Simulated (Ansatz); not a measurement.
TiTe: relaxation of cell and atoms with LDA

The system is TiTe.

```
CELL_PARAMETERS angstrom
0.00000 3.05007 3.05007
3.05007 0.00000 3.05007
3.05007 3.05007 0.00000
ATOMIC_POSITIONS crystal
Ti 0.50000 0.50000 0.50000
Te 0.00000 0.00000 0.00000
```

The cell comes from a database or a generator and needn't be the stable form of this composition.

| Item | Value |
| --- | --- |
| Program | Ansatz 0.2.0 |
| Task | relaxation of cell and atoms |
| Functional | LDA |
| Potentials or basis | Ansatz PAW |
| Cutoff | 420 eV (not typed: the program's choice for these potentials) |
| k mesh | 8 × 8 × 8 |
| Occupations | fermi-dirac, width 0.05 eV |
| Spin | no spin polarisation |

The relaxed volume is 20.94 Å³/atom and the relaxed cell is a = 3.898 Å, b = 3.898 Å, c = 3.898 Å, α = 60.00°, β = 60.00°, γ = 60.00°. The space group after relaxing (to 0.05 Å) is Fm-3m (No. 225). The energy gained by relaxing is 448.5 meV/atom, the ionic steps are 6 and the pressure after relaxing is 0.0 GPa. The band gap on the k mesh is none (metal or under the smearing width).

Step by step:
| step | energy change (eV) | largest force (eV/Å) | volume (Å³) |
| --- | --- | --- | --- |
| 1 | 0.0000 | 0.0000 | 56.75 |
| 2 | -0.6374 | 0.0000 | 48.85 |
| 3 | -0.8987 | 0.0000 | 41.72 |
| 4 | -0.8988 | 0.0000 | 41.93 |
| 5 | -0.8988 | 0.0000 | 41.88 |
| 6 | -0.8971 | 0.0000 | 41.88 |

Final structure:
```
Ti Te
1.0
     0.00000    2.75627    2.75627
     2.75627    0.00000    2.75627
     2.75627    2.75627    0.00000
Ti Te
1 1
Direct
  0.50000 0.50000 0.50000
  0.00000 0.00000 0.00000
```

Levels at points of the mesh, in eV from the Fermi level:
```tsv
k point	band 11	band 12	band 13	band 14	band 15	band 16	band 17	band 18
(0.00, 0.00, 0.00)	-1.24	-1.24	-1.24	-0.88	-0.88	-0.88	-0.54	-0.54
(0.00, 0.00, -0.50)	-7.24	-4.02	-4.02	0.36	0.36	0.67	2.45	3.88
(0.00, -0.50, -0.50)	-6.20	-3.37	-3.37	-2.27	0.03	0.79	0.79	0.97
```

Wall time 6.4 s on 2 threads of Intel(R) Xeon(R) Platinum 8259CL CPU @ 2.50GHz (Skylake/Cascade Lake), on a shared host, peak memory 0.42 GiB.

Caveat: the volume moved by over 15 % at a fixed basis, so the end points are rough; the plane-wave basis is chosen anew once the cell has moved, so the energies of steps on either side of that aren't comparable; the PAW data sets come from PBE, with cores solved anew for the run's functional, which leaves a small shift of forces and pressure. The run has no spin-orbit coupling, so splittings on Te are missing.
